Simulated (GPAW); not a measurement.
# Sc (I4/mmm) in GPAW: equation of state

How stiff is Sc in PBE, and what volume does it want? The cell is scaled to several volumes.

Everything below comes from runs of GPAW 26.7.0. Logs are shortened: lines on timing, memory, paths and dates and some standing lists are left out, and cuts for length are marked. The log counts tension as positive stress, the text compression.

### Step 1. The structure

Symmetry: I4/mmm, No. 139, tetragonal system. The conventional cell has a = 3.834 Å, b = 3.834 Å, c = 3.435 Å, α = 90.00°, β = 90.00°, γ = 90.00°. Sc (site symmetry 4/mmm) is surrounded by 10 Sc at 3.21 to 3.44 Å.

This isn't the form of Sc at room conditions, which is hcp.

### Step 2. Equation of state, PBE

run.py reads:

```python
from ase import Atoms
from ase.eos import EquationOfState
from ase.io import Trajectory
from ase.units import GPa
from gpaw import GPAW, PW

atoms = Atoms(['Sc'],
              cell=[[-1.9172054859, 1.9172054859, 1.717603],
                    [1.9172054859, -1.9172054859, 1.717603],
                    [1.9172054859, 1.9172054859, -1.717603]],
              scaled_positions=[[0.0, 0.0, 0.0]],
              pbc=True)

traj = Trajectory('eos.traj', 'w')
volumes, energies = [], []
for x in [0.94, 0.96, 0.98, 1.0, 1.02, 1.04, 1.06]:
    a = atoms.copy()
    a.set_cell(atoms.cell * x**(1 / 3), scale_atoms=True)
    calc = GPAW(mode=PW(600),
                xc='PBE',
                kpts={'size': (10, 10, 10), 'gamma': True},
                occupations={'name': 'fermi-dirac', 'width': 0.05},
                nbands=14,
                convergence={'density': 1e-05, 'energy': 1e-05},
                maxiter=150,
                txt=f'eos-{x:.2f}.txt')
    a.calc = calc
    energies.append(a.get_potential_energy(force_consistent=True))
    volumes.append(a.get_volume())
    p = -a.get_stress()[:3].mean() / GPa
    calc.write(f'eos-{x:.2f}.gpw')
    traj.write(a)
    print(f'{x:.2f} {volumes[-1]:10.4f} A^3 {energies[-1]:14.6f} eV {p:9.3f} GPa', flush=True)

v0, e0, B = EquationOfState(volumes, energies, eos='birchmurnaghan').fit()
print(f'V0 = {v0:.4f} A^3, E0 = {e0:.6f} eV, B0 = {B / GPa:.2f} GPa')
```

Potentials or basis: GPAW PAW data sets (gpaw-data 1.2.1), pw.

Command:

```sh
OMP_NUM_THREADS=1 python run.py
```

The log of the run:

```text
__  _  _
 | _ |_)|_||  |
 |__||  | ||/\| - 26.7.0

Input parameters:
  mode=PW(ecut=600.0),
  convergence={'density': 1e-05, 'energy': 1e-05},
  kpts=MonkhorstPack(size=(10, 10, 10), gamma=True),
  maxiter=150,
  nbands=14,
  occupations=Occupations(name='fermi-dirac', width=0.05),
  xc=XC(name='PBE')

Diagonalizing LCAO Hamiltonian
Converting LCAO to pw mode

       Sc

Atoms  # Å, Bohr magnetons
|   | symbol |        x |        y |        z |    initial magnetic moments |
|---|--------|----------|----------|----------|-----------------------------|
| 0 |     Sc | 0.000000 | 0.000000 | 0.000000 | ( 0.0000,  0.0000,  0.0000) |

Unit cell  # Å
| periodic |         x |         y |         z |  lengths |     angles |
|----------|-----------|-----------|-----------|----------|------------|
|      yes | -1.891294 |  1.891294 |  1.694389 | 3.166219 | 106.641428 |
|      yes |  1.891294 | -1.891294 |  1.694389 | 3.166219 | 106.641428 |
|      yes |  1.891294 |  1.891294 | -1.694389 | 3.166219 | 115.292376 |

Number of symmetries: 16
Symmetry operations  # r_c * U_cc + t_c -> r_c
|    | kind |            matrix            |
|----|------|------------------------------|
|  0 |  σ   |  1, 1, 1,  0, 0,-1,  0,-1, 0 |
|  1 |  C4  |  1, 1, 1,  0, 0,-1, -1, 0, 0 |
|  2 |  E   |  1, 0, 0,  0, 1, 0,  0, 0, 1 |
|  3 |  σ   |  1, 0, 0,  0, 1, 0, -1,-1,-1 |
|  4 |  σ   |  0, 1, 0,  1, 0, 0,  0, 0, 1 |
|  5 |  C2  |  0, 1, 0,  1, 0, 0, -1,-1,-1 |
|  6 |  C2  |  0, 0, 1, -1,-1,-1,  1, 0, 0 |
|  7 |  S4  |  0, 0, 1, -1,-1,-1,  0, 1, 0 |
|  8 |  C4  |  0, 0,-1,  1, 1, 1,  0,-1, 0 |
|  9 |  σ   |  0, 0,-1,  1, 1, 1, -1, 0, 0 |
| 10 |  σ   |  0,-1, 0, -1, 0, 0,  1, 1, 1 |
| 11 |  C2  |  0,-1, 0, -1, 0, 0,  0, 0,-1 |
| 12 |  C2  | -1, 0, 0,  0,-1, 0,  1, 1, 1 |
| 13 |  i   | -1, 0, 0,  0,-1, 0,  0, 0,-1 |
| 14 |  S4  | -1,-1,-1,  0, 0, 1,  1, 0, 0 |
| 15 |  C2  | -1,-1,-1,  0, 0, 1,  0, 1, 0 |

BZ-sampling:
  Number of BZ points: 1000
  Number of IBZ points: 102

  Monkhorst-Pack size: [10, 10, 10]
  Monkhorst-Pack shift: [0.05, 0.05, 0.05]

K-points  # in reciprocal-cell coordinates
|     |                                coordinates |     weight |
|-----|--------------------------------------------|------------|
|   0 | (  0.00000000,   0.00000000,   0.00000000) | 0.00100000 |
|   1 | (  0.10000000,  -0.10000000,   0.00000000) | 0.00400000 |
|   2 | (  0.10000000,  -0.10000000,   0.10000000) | 0.00400000 |
|   3 | (  0.10000000,   0.00000000,   0.00000000) | 0.00800000 |
|   4 | (  0.10000000,   0.10000000,  -0.10000000) | 0.00200000 |
|   5 | (  0.20000000,  -0.20000000,   0.00000000) | 0.00400000 |
|   6 | (  0.20000000,  -0.20000000,   0.10000000) | 0.00800000 |
|   7 | (  0.20000000,  -0.20000000,   0.20000000) | 0.00400000 |
|   8 | (  0.20000000,  -0.10000000,   0.00000000) | 0.01600000 |
|   9 | (  0.20000000,  -0.10000000,   0.10000000) | 0.00800000 |
| ... |                                            |            |
| 101 | (  0.50000000,   0.50000000,   0.50000000) | 0.00100000 |

Plane wave coefficients: 847
Cutoff: 600.0 eV

Spin-components: 1 (collinear spins)
Bands:           14
Projectors:      6
Spin-degeneracy: 2
Datatype:        complex128

Density:
  Valence electrons: 11.0
  Components: 1
  Grid points: [18 18 18]
  Charge: 0.0  # |e|

Potential:
  Grid points: [18 18 18]

species:
  Sc:
    name:    Scandium
    Z:       21.0
    valence: 11
    core:    10
    charge:  0.0  # [|e|]
    compensation charges:
      type: gauss
      rc: 0.39  # [Å]
      lmax: 2
    cutoffs:
      filter: 2.14  # [Å]
      core: 1.08  # [Å]
    projectors
    | kind |    occ | energy [eV] | rcut [Å] |
    |------|--------|-------------|----------|
    |   3s |  2.000 |     -55.031 |    1.228 |
    |   4s |  2.000 |      -4.183 |    1.228 |
    |   3p |  6.000 |     -33.625 |    1.281 |
    |   4p |  0.000 |      -1.467 |    1.281 |
    |   3d |  1.000 |      -3.233 |    1.196 |
    |    d |        |      23.979 |    1.196 |

    Using partial waves for Sc as LCAO basis

Reference energy: -20788.883120  # eV

eigensolver:
  PPCG
  Converge bands: occupied
  niter=2

density mixing:
  MSR1-Mixer
  Pratt-step length: 0.05
  Maximum mixing coefficient: 0.75
  Old densities: 10
  SVD Regularization: 0.005
  Good broyden scale: 1.0
  Trust region scale: 1.0
  Backstep threshold: 4.0
  History deletion threshold: 6.0
  Fourier metric: weight=20.0, sigma=0.015

occupation numbers:
  Fermi-Dirac:
    width: 0.0500  # eV

poisson solver:
  ecut: 4800.0  # eV

xc functional:
[... 9 lines left out ...]
|iter     | |      energy | eigst |  dens |
|---------|-|-------------|-------|-------|
|iter:   1| |   -4.658448 | +0.18 |       |
|iter:   2| |   -4.636841 | -1.71 | -1.32 |
|iter:   3| |   -4.554418 | -1.51 | -1.36 |
|iter:   4| |   -4.557267 | -3.22 | -1.96 |
|iter:   5| |   -4.558236 | -3.87 | -2.27 |
|iter:   6| |   -4.558236 | -6.07 | -3.76 |
|iter:   7| |   -4.558237c| -7.04 | -4.21 |
|iter:   8| |   -4.558237c| -7.88c| -5.24c|

Converged in 8 steps
Energy contributions relative to reference atoms: (reference = -20788.883120)

Energy contributions:
  Kinetic:          -0.056765
  Coulomb:           0.453303
  Zero:              0.156146
  External:          0.000000
  Xc:               -5.100621
  Entropy:          -0.020599
  Spinorbit:         0.000000
  ----------------------------
  Free energy:      -4.568536
  Extrapolated:     -4.558237

dipole moment: (-5.061017, -5.061017, -4.534108)  # |e|*Ang

Fermi level: 5.886
Eigenvalues  # (at kpt = [0.000, 0.000, 0.000])
| band index |      eig [eV] | occ [0-2] |
|------------|---------------|-----------|
|          0 |       -43.660 |     2.000 |
|          1 |       -22.066 |     2.000 |
|          2 |       -22.066 |     2.000 |
|          3 |       -22.035 |     2.000 |
|          4 |         0.621 |     2.000 |
|          5 |         6.948 |     0.000 |
|          6 |         7.670 |     0.000 |
|          7 |         7.670 |     0.000 |
|          8 |         8.331 |     0.000 |
|          9 |         9.148 |     0.000 |
|         10 |        19.422 |     0.000 |
|         11 |        19.422 |     0.000 |
|         12 |        21.227 |     0.000 |
|         13 |        24.569 |     0.000 |

No gap
No difference between direct/indirect transitions

Stress tensor  # eV/Ang^3
|         x |         y |         z |
|-----------|-----------|-----------|
| -0.005338 |  0.000000 | -0.000000 |
|  0.000000 | -0.005338 |  0.000000 |
| -0.000000 |  0.000000 | -0.012954 |

# Writing to eos-0.96.gpw (mode='')
```

It took 2.1 min on 1 thread of Arm Neoverse V1, shared host; peak memory 0.25 GiB.

What came out:

```yaml
Equilibrium_volume: 24.83 Å³/atom
Bulk_modulus_at_fixed_shape_and_positions: 52 GPa
Pressure_derivative_of_the_bulk_modulus: 3.1
```

Energy against volume, from the lowest point:
| volume (Å³/atom) | energy (meV/atom) |
| --- | --- |
| 23.738 | 8.21 |
| 24.243 | 2.28 |
| 24.748 | 0.00 |
| 25.253 | 1.13 |
| 25.758 | 5.38 |
| 26.264 | 12.49 |
| 26.769 | 22.23 |

Caveat: the cell was scaled at fixed shape and fractional positions, which overstates the stiffness of a crystal with free parameters, most of all of layers and chains.
